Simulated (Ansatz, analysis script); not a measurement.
# MnS (Browneite): E(q) by the generalised Bloch theorem

Does a spiral lie below the collinear start of MnS (Browneite), and how stiff are the moments?

Method: PBE, PAW set soft_2, in Ansatz 0.2.0.

Report form: the programs' logs are mostly left out.

### 1. Set-up

Symmetry: F-43m, No. 216, cubic system. The conventional cell has a = 5.600 Å, b = 5.600 Å, c = 5.600 Å, α = 90.00°, β = 90.00°, γ = 90.00°. Nearest to Mn lie 4 S at 2.42 Å. Nearest to S lie 4 Mn at 2.42 Å. Farther neighbours and most contacts between anions are not listed.

### 2. Starting state

A collinear run comes first: it shows whether moments survive, and how large they are.

input.yaml reads:

```yaml
crystal:
  lattice:
    - [0.0, 2.8, 2.8]
    - [2.8, 0.0, 2.8]
    - [2.8, 2.8, 0.0]
  atoms:
    - { symbol: Mn, position: [0.0, 0.0, 0.0], spin: 4.5 }
    - { symbol: S, position: [0.25, 0.25, 0.25] }
magnetization:
  spin_polarized: true
kpoints:
  mp_grid: { grid: [8, 8, 8] }
hamiltonian:
  xc: pbe
scf:
  occupations: { method: fermi_dirac, width: 0.05 }
  max_iter: 120
  convergence: { dr2_threshold: 1.0e-08 }
output:
  write_density: true
  write_potential: true
  elf: true
  volumetric_format: npy
```

Command:

```sh
$ ansatz run input.yaml --threads 1 --pin off --max-ram 2560MiB --backend cpu --events-out ev --progress --plain --runs-dir out
```

The job ended after 7.3 s (1 thread of Arm Neoverse V1, shared host; peak memory 0.32 GiB).

Spin moment in the atom's sphere by atom:

| atom | spin moment in the atom's sphere (μB) |
| --- | --- |
| Mn1 | 4.15 |
| S2 | 0.12 |

Tables count atoms from 1; parts of the log count from 0.

The run ends ferromagnetic, with a net moment of 4.9 μB a cell. With one Mn atom carrying the moment, parallel order of its images is forced by the cell, not found.

Spin density in the ac plane of a cell with a along [110], b along [-110] and c along [001] of the cube at fractional y = 0.000, with atoms of Mn and S within 0.2 Å of it.

Ten even steps from '0' (0.0 e/Å³) to '9' (6.9 e/Å³), each cell a mean:
```
7200000001572000000015
1000000000110000000001
0000000000000000000000
0000000000000000000000
0000000000000000000000
0000000000000000000000
0000000000000000000000
0000000000000000000000
0000000000000000000000
0000000000000000000000
0000000000000000000000
0000000000000000000000
0000000000000000000000
3100000000231000000002
9300000001793000000017
```
Columns run along a (7.9 Å), rows up along c (5.6 Å), edges of the conventional cell, whose origin can differ from the input's. Atoms in or near the plane, at fractional coordinates: Mn at (0.50, 0.00), Mn at (0.00, 0.00), S at (0.75, 0.75), S at (0.25, 0.75).

Valence density in the ac plane of a cell with a along [110], b along [-110] and c along [001] of the cube at fractional y = 0.000, with atoms of Mn and S within 0.2 Å of it. It is the smooth field of the valence electrons, not physical close to the nuclei.

Ten steps, logarithmic in the rise over the least value, from '_' (0 e/Å³) to '@' (23 e/Å³), each cell a mean:
```
@@##--....::::..::++%%@@##--....::::..::++%%
++==::::------::::--++++==::::------::::--++
....::----------::........::----------::....
__..::----..::--::..____..::----..::--::..__
____..::--------::..______..::--------::..__
______::------::..__________::------::..____
______....::....____________....::....______
____________________________________________
____________________________________________
____________________________________________
____________________________________________
____________________________________________
--::..____________..----::..____________..--
##++::__________..==####++::__________..==##
@@##--..______..::**@@@@##--..______..::**@@
```
Columns run along a (7.9 Å), rows up along c (5.6 Å), edges of the conventional cell, whose origin can differ from the input's. Atoms in or near the plane, at fractional coordinates: Mn at (0.50, 0.00), Mn at (0.00, 0.00), S at (0.75, 0.75), S at (0.25, 0.75).

ELF in the ac plane of a cell with a along [110], b along [-110] and c along [001] of the cube at fractional y = 0.000, with atoms of Mn and S within 0.2 Å of it. It is the smooth field of the valence electrons, not physical close to the nuclei.

Ten even steps from '0' (0.01) to '9' (0.85), each cell a mean:
```
9623788524896237885248
5337999952453379999524
1269857983112698579831
1389603995113896039951
0379746985103797469851
0158999973001589999730
0026888741000268887410
0002454310000024543100
0000111000000001110000
0000000000000000000000
0000000000000000000000
1110000011111100000111
2211000111222110001112
7521111114675211111146
9731344225997313442259
```
Columns run along a (7.9 Å), rows up along c (5.6 Å), edges of the conventional cell, whose origin can differ from the input's. Atoms in or near the plane, at fractional coordinates: Mn at (0.50, 0.00), Mn at (0.00, 0.00), S at (0.75, 0.75), S at (0.25, 0.75).

### 3. Denser mesh

Levels at the Fermi energy are partly filled, so moments and energy differences can hang on the k-mesh, and the state is solved again on a denser one.

input.yaml, the sections that differ from step 2:

```yaml
crystal:
  lattice:
    - [0.0, 2.8, 2.8]
    - [2.8, 0.0, 2.8]
    - [2.8, 2.8, 0.0]
  atoms:
    - { symbol: Mn, position: [0.0, 0.0, 0.0], spin: 4.15 }
    - { symbol: S, position: [0.25, 0.25, 0.25] }
kpoints:
  mp_grid: { grid: [12, 12, 12] }
basis:
  ecutwfc: 420.0
checkpoint:
  read: start
  write: ck
  compress: false
  write_wavefunctions: false
  write_every: 100000
# magnetization, hamiltonian, scf: as in step 2
# output: removed
```

Command:

```sh
$ ansatz run input.yaml --threads 2 --pin off --max-ram 5120MiB --backend cpu --events-out ev --progress --plain --runs-dir out
```

Wall time 4.4 s (2 threads); peak memory 0.38 GiB.

Spin moment in the atom's sphere by atom:

| atom | spin moment in the atom's sphere (μB) |
| --- | --- |
| Mn1 | 4.16 |
| S2 | 0.12 |

The run ends ferromagnetic, with a net moment of 4.92 μB a cell, against 4.9 μB on the first mesh.

Each spiral starts from these moments, tilted 90° from the rotation axis z (a flat spiral); sizes are free, while the program holds flat spirals in their plane. Spin–orbit coupling is switched off, so the energy does not depend on how the axis lies in the crystal. The folder named start holds the saved collinear state, from which each run begins.

### 4. q = (0, 0, 0)

The reference is the same input at q = 0, so that basis and exchange-correlation form match those at other q. Every q is chosen so that q/2 is a mesh vector: every spiral then samples the k-points of q = 0, and much mesh noise cancels.

input.yaml, the sections that differ from step 3:

```yaml
crystal:
  lattice:
    - [0.0, 2.8, 2.8]
    - [2.8, 0.0, 2.8]
    - [2.8, 2.8, 0.0]
  atoms:
    - { symbol: Mn, position: [0.0, 0.0, 0.0], spin: 4.16, spin_axis: [1.0, 0.0, 0.0] }
    - { symbol: S, position: [0.25, 0.25, 0.25] }
magnetization:
  noncollinear: true
  spin_spiral: { q: [0.0, 0.0, 0.0] }
checkpoint:
  read: start
# kpoints, hamiltonian, scf, basis: as in step 3
```

Command:

```sh
$ ansatz run input.yaml --threads 1 --pin off --max-ram 2560MiB --backend cpu --events-out ev --progress --plain --runs-dir out
```

It took 19 s on 1 thread; peak memory 0.44 GiB.

The largest moment is 4.16 μB, against 4.16 μB in the collinear run.

### 5. q = (-0.5, -0.5, 0)

Only q changes. The cell stays that of the crystal, since the generalised Bloch theorem carries the rotation from cell to cell.

Edit input.yaml of step 4 so:

```diff
@@ -20,3 +20,3 @@
   noncollinear: true
-  spin_spiral: { q: [0.0, 0.0, 0.0] }
+  spin_spiral: { q: [-0.5, -0.5, 0.0] }
 checkpoint:
```

Run time: 2.1 min. Hardware: 1 thread; peak memory 0.87 GiB.

The energy of the cell lies 295 meV below that at q = 0, and the largest moment is 3.97 μB against 4.16 μB.

### 6. q = (-0.333, -0.333, 0)

Edit input.yaml of step 5 so:

```diff
@@ -20,3 +20,3 @@
   noncollinear: true
-  spin_spiral: { q: [-0.5, -0.5, 0.0] }
+  spin_spiral: { q: [-0.33333333, -0.33333333, 0.0] }
 checkpoint:
```

The job ended after 2.2 min (1 thread; peak memory 0.86 GiB).

The energy of the cell lies 230 meV below that at q = 0, and the largest moment is 4.02 μB against 4.16 μB.

### 7. q = (-0.333, -0.167, 0.333)

Edit input.yaml of step 6 so:

```diff
@@ -20,3 +20,3 @@
   noncollinear: true
-  spin_spiral: { q: [-0.33333333, -0.33333333, 0.0] }
+  spin_spiral: { q: [-0.33333333, -0.16666667, 0.33333333] }
 checkpoint:
```

The job ended after 7.5 min (1 thread; peak memory 2 GiB).

The energy of the cell lies 284 meV below that at q = 0, and the largest moment is 3.98 μB against 4.16 μB.

### 8. q = (-0.167, 0, 0.167)

Edit input.yaml of step 7 so:

```diff
@@ -20,3 +20,3 @@
   noncollinear: true
-  spin_spiral: { q: [-0.33333333, -0.16666667, 0.33333333] }
+  spin_spiral: { q: [-0.16666667, 0.0, 0.16666667] }
 checkpoint:
```

Run time: 3.7 min. Hardware: 1 thread; peak memory 1.2 GiB.

The energy of the cell lies 142 meV below that at q = 0, and the largest moment is 4.08 μB against 4.16 μB.

3 more runs differ from these in the same keys alone and are tabled below.

### 9. Side runs that gave no result

| changed | outcome |
| --- | --- |
| scf.lower_state_search; scf.mixing.algorithm; scf.mixing.beta; scf.mixing.ndim | cut off at the time limit |

### 10. The spirals together

| q (reciprocal lattice) | path length (1/Å) | E(q) − E(0) (meV a magnetic atom) | \|m\| Mn no. 1 (μB) |
| --- | --- | --- | --- |
| (0, 0, 0) | 0.000 | 0.00 | 4.16 |
| (-0.167, -0.167, 0) | 0.374 | -82.57 | 4.12 |
| (-0.333, -0.333, 0) | 0.748 | -230.22 | 4.02 |
| (-0.5, -0.5, 0) | 1.122 | -295.17 | 3.97 |
| (-0.333, -0.333, 0.333) | 1.651 | -283.83 | 3.98 |
| (-0.333, -0.167, 0.333) | 1.975 | -284.05 | 3.98 |
| (-0.333, 0, 0.333) | 2.299 | -283.83 | 3.98 |
| (-0.167, 0, 0.167) | 2.828 | -141.52 | 4.08 |
| (0, 0, 0) | 3.357 | 0.00 | 4.16 |

### 11. What came out

```
lowest point of the path : q = (-0.5, -0.5, 0), -295 meV a magnetic atom from q = 0
highest point            : 0 meV a magnetic atom
```

**Reading.** The state at q = (-0.5, -0.5, 0) lies 295 meV a magnetic atom below the ferromagnetic start, so that start is not the lowest state; a flat spiral with q made of halves, on one magnetic atom a cell, is a collinear order of a doubled cell. The moments change by at most 5 % from their size at q = 0, so they are nearly rigid. No spin model is given, since the independent points are too few for the number of shells that the script fitted. The 8 spiral runs took 26 min of wall time, added up. Without a U, semilocal functionals delocalise the d or f electrons of such compounds, which shrinks moments, overestimates superexchange, narrows or closes the gap and can change the order. Energies are free energies at a smearing of 0.05 eV, and with partly filled levels differences shift, at times strongly, as the smearing goes to zero.

[Logs and program files are shortened in this print: banners, set-up blocks, solver, clock and traceback lines can be left out without a mark of their own.]

[Logs are printed without paths, hosts, clocks, repeated set-up lines and the standing remarks that a program may print on its own settings, such as how far it seeks lower states.]

[Hosts, paths, dates, database ids (printed as entryN), source tags and the programs' standing remarks are cut or masked in the printed files.]
